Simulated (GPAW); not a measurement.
# Collinear magnetic orders of EuS with GPAW

Does EuS prefer parallel or opposed moments, or none?

Main program and level: GPAW 26.7.0; PBE with U = 6 eV on Eu f; plane waves with GPAW's PAW setups, scalar-relativistic.

Report form: the programs' logs are mostly left out.

The database entry behind the starting cell differs from later determinations by our own check (0.1 to 0.3 % short, probably kX units), so it need not match the best structure at ambient conditions.

## 1. The structure

Symmetry: Fm-3m, No. 225, cubic system. Conventional cell: a = 5.957 Å, b = 5.957 Å, c = 5.957 Å, α = 90.00°, β = 90.00°, γ = 90.00°. Nearest to Eu lie 6 S at 2.98 Å. S has 6 Eu at 2.98 Å nearest. Farther neighbours and most contacts between anions are not listed.

## 2. Run 1 (ferro +)

Parallel moments need no larger cell; this start tests for a ferromagnetic state only. A Hubbard term is added for the open shell, at a value in common use.

order1.py

```python
import json
import numpy as np
from ase import Atoms
from ase.parallel import paropen, parprint
from gpaw import GPAW

atoms = Atoms(['Eu', 'S'],
    cell=[[0.0, 2.9785, 2.9785],
         [2.9785, 0.0, 2.9785],
         [2.9785, 2.9785, 0.0]],
    scaled_positions=[[0.0, 0.0, 0.0],
         [0.5, 0.5, 0.5]],
    pbc=True,
    magmoms=[7.0, 0.0])
atoms.calc = GPAW(mode={'name': 'pw', 'ecut': 700},
    xc='PBE',
    kpts={'size': (8, 8, 8), 'gamma': True},
    occupations={'name': 'fermi-dirac', 'width': 0.05},
    convergence={'density': 1e-05, 'energy': 1e-05},
    maxiter=200,
    setups={'Eu': ':f,6.0'},
    symmetry={'tolerance': 1e-4},
    txt='order1.txt')
e = atoms.get_potential_energy(force_consistent=True)
res = {'free_energy': e, 'energy_sigma0': atoms.get_potential_energy(), 'fermi_energy': atoms.calc.get_fermi_level()}
res['moments'] = atoms.get_magnetic_moments().tolist()
res['total'] = atoms.get_magnetic_moment()
parprint('site moments (muB):', np.round(res['moments'], 3))
parprint(f"total moment: {res['total']:.3f} muB")
parprint(f'free energy: {e:.6f} eV')
atoms.calc.write('order1.gpw')
with paropen('results.json', 'w') as f:
    json.dump(res, f)
```

Started as:

```
> OMP_NUM_THREADS=1 mpirun -n 4 gpaw python order1.py > order1.log
```

Wall time 18 s (4 MPI ranks of Arm Neoverse V2, shared host); peak memory 0.88 GiB.

This step gave:

| Item | Value |
| --- | --- |
| magnetization | 7 μB |
| final state | ferromagnetic |
| largest moment | 6.784 μB |

After 10 cycles the largest moment stands at 6.78 μB.

## 3. Start 2: antiferro q=(0,1/2,1/2) +-

Reversing part of the moments tests the sign of the couplings between them.

The cell is doubled to 4 atoms to hold this order. Its mesh is chosen so that both cells sample the same points.

order2.py is the script of step 2 with these lines changed:

```diff
@@ -6,13 +6,15 @@
 
-atoms = Atoms(['Eu', 'S'],
+atoms = Atoms(['Eu', 'Eu', 'S', 'S'],
     cell=[[0.0, 2.9785, 2.9785],
-         [2.9785, 0.0, 2.9785],
-         [2.9785, 2.9785, 0.0]],
+         [5.957, 0.0, 5.957],
+         [5.957, 2.9785, 2.9785]],
     scaled_positions=[[0.0, 0.0, 0.0],
+         [0.0, 0.5, 0.0],
+         [0.5, 0.0, 0.5],
          [0.5, 0.5, 0.5]],
     pbc=True,
-    magmoms=[7.0, 0.0])
+    magmoms=[7.0, -7.0, 0.0, 0.0])
 atoms.calc = GPAW(mode={'name': 'pw', 'ecut': 700},
     xc='PBE',
-    kpts={'size': (8, 8, 8), 'gamma': True},
+    kpts={'size': (8, 4, 8), 'gamma': True},
     occupations={'name': 'fermi-dirac', 'width': 0.05},
@@ -22,3 +24,3 @@
     symmetry={'tolerance': 1e-4},
-    txt='order1.txt')
+    txt='order2.txt')
 e = atoms.get_potential_energy(force_consistent=True)
@@ -30,3 +32,3 @@
 parprint(f'free energy: {e:.6f} eV')
-atoms.calc.write('order1.gpw')
+atoms.calc.write('order2.gpw')
 with paropen('results.json', 'w') as f:
```

Started as:

```
> OMP_NUM_THREADS=1 mpirun -n 4 gpaw python order2.py > order2.log
```

It took 6.5 min on 4 MPI ranks; peak memory 2.9 GiB; 26 min of CPU time.

The program warns that the cell vectors are strongly skewed. A reduced cell would be the safer input.

Spin moment in the augmentation sphere by atom:

```tsv
atom	spin moment in the augmentation sphere (μB)
Eu1	6.78
Eu2	-6.78
S3	0.02
S4	-0.02
```

Read from the output:

```
magnetization : 0 μB
final state   : antiferromagnetic
```

It lies 5.70 meV a seeded atom over the first start, and its largest moment is 6.78 μB against 6.78 μB.

## 4. Run 3 (antiferro q=(0,0,1/2) +-)

Another pattern of signs weighs the neighbour shells otherwise.

This order needs a doubled cell of 4 atoms. Its mesh is chosen so that both cells sample the same points.

order3.py is the script of step 3 with these lines changed:

```diff
@@ -8,8 +8,8 @@
     cell=[[0.0, 2.9785, 2.9785],
-         [5.957, 0.0, 5.957],
-         [5.957, 2.9785, 2.9785]],
+         [2.9785, 0.0, 2.9785],
+         [5.957, 5.957, 0.0]],
     scaled_positions=[[0.0, 0.0, 0.0],
-         [0.0, 0.5, 0.0],
-         [0.5, 0.0, 0.5],
-         [0.5, 0.5, 0.5]],
+         [0.0, 0.0, 0.5],
+         [0.5, 0.5, 0.25],
+         [0.5, 0.5, 0.75]],
     pbc=True,
@@ -18,3 +18,3 @@
     xc='PBE',
-    kpts={'size': (8, 4, 8), 'gamma': True},
+    kpts={'size': (8, 8, 4), 'gamma': True},
     occupations={'name': 'fermi-dirac', 'width': 0.05},
@@ -24,3 +24,3 @@
     symmetry={'tolerance': 1e-4},
-    txt='order2.txt')
+    txt='order3.txt')
 e = atoms.get_potential_energy(force_consistent=True)
@@ -32,3 +32,3 @@
 parprint(f'free energy: {e:.6f} eV')
-atoms.calc.write('order2.gpw')
+atoms.calc.write('order3.gpw')
 with paropen('results.json', 'w') as f:
```

Started as:

```
> OMP_NUM_THREADS=1 mpirun -n 4 gpaw python order3.py > order3.log
```

Wall time 2.1 min (4 MPI ranks); peak memory 1.5 GiB.

Spin moment in the augmentation sphere by atom:

```tsv
atom	spin moment in the augmentation sphere (μB)
Eu1	6.79
Eu2	-6.79
S3	0.00
S4	0.00
```

This step gave:

| Property | Result |
| --- | --- |
| magnetization | 0 μB |
| final state | antiferromagnetic |

It lies 2.91 meV a seeded atom over the first start, and its largest moment is 6.79 μB against 6.78 μB.

## 5. Run 4 (no spin polarisation)

This run holds no moments, which gives a state to set the others against.

nospin.py

```python
import json
import numpy as np
from ase import Atoms
from ase.parallel import paropen, parprint
from gpaw import GPAW

atoms = Atoms(['Eu', 'S'],
    cell=[[0.0, 2.9785, 2.9785],
         [2.9785, 0.0, 2.9785],
         [2.9785, 2.9785, 0.0]],
    scaled_positions=[[0.0, 0.0, 0.0],
         [0.5, 0.5, 0.5]],
    pbc=True)
atoms.calc = GPAW(mode={'name': 'pw', 'ecut': 700},
    xc='PBE',
    kpts={'size': (8, 8, 8), 'gamma': True},
    occupations={'name': 'fermi-dirac', 'width': 0.05},
    convergence={'density': 1e-05, 'energy': 1e-05},
    maxiter=200,
    setups={'Eu': ':f,6.0'},
    symmetry={'tolerance': 1e-4},
    txt='nospin.txt')
e = atoms.get_potential_energy(force_consistent=True)
res = {'free_energy': e, 'energy_sigma0': atoms.get_potential_energy(), 'fermi_energy': atoms.calc.get_fermi_level()}
parprint(f'free energy: {e:.6f} eV')
atoms.calc.write('nospin.gpw')
with paropen('results.json', 'w') as f:
    json.dump(res, f)
```

Started as:

```
> OMP_NUM_THREADS=1 mpirun -n 4 gpaw python nospin.py > nospin.log
```

Wall time 21 s (4 MPI ranks); peak memory 0.81 GiB; 85 s of CPU time.

Numbers from this step:

- final state: non-magnetic (no spin polarisation)

It lies 10900 meV a seeded atom over the first start.

## 6. The states side by side

These are free energies at a smearing of 0.05 eV, so its entropy term is in the differences. They are divided by the number of seeded atoms, so that cells of unlike size compare. Wavevectors q in the names are fractions of the reciprocal vectors of the first run's cell.

Orders:

```tsv
start	final state	typed order kept	energy over the lowest (meV a seeded atom)	largest site moment (μB)	net moment (μB a primitive cell)	mesh matched	CPU time (s)
ferro +	ferromagnetic	yes	0	6.784	7	yes	72.73
antiferro q=(0,1/2,1/2) +-	antiferromagnetic	yes	5.697	6.781	0	yes	1567
antiferro q=(0,0,1/2) +-	antiferromagnetic	yes	2.912	6.786	0	yes	499.3
no spin polarisation	non-magnetic	-	10900	0	0	yes	85.02
```

## 7. Summary of results

- lowest state found: ferromagnetic (typed ferro +)
- largest site moment: 6.78 μB
- next state: antiferromagnetic, 2.91 meV a seeded atom higher
- run without spin seeds, over the lowest: 10900 meV a seeded atom

The lowest state found is ferromagnetic, reached from the start ferro +, with moments up to 6.78 μB. The two lowest states lie so close that the mesh, the functional or spin–orbit coupling could swap them. Under a U a spinless open shell is left with part-filled orbitals, which the U penalises, so its energy is no clean measure of what the moments gain. This is the lowest of 4 finished starts, no proof of the ground state. The f shell is half filled, so the spin-only picture is fair.

[Logs and program files are shortened in this print: banners, set-up blocks, solver, clock and traceback lines can be left out without a mark of their own.]

[Logs are printed without paths, hosts, clocks, repeated set-up lines and the standing remarks that a program may print on its own settings, such as how far it seeks lower states.]

[Hosts, paths, dates, database ids (printed as entryN), source tags and the programs' standing remarks are cut or masked in the printed files.]

[Where a cell is said to come from a database of computed structures, the database is the Materials Project.]
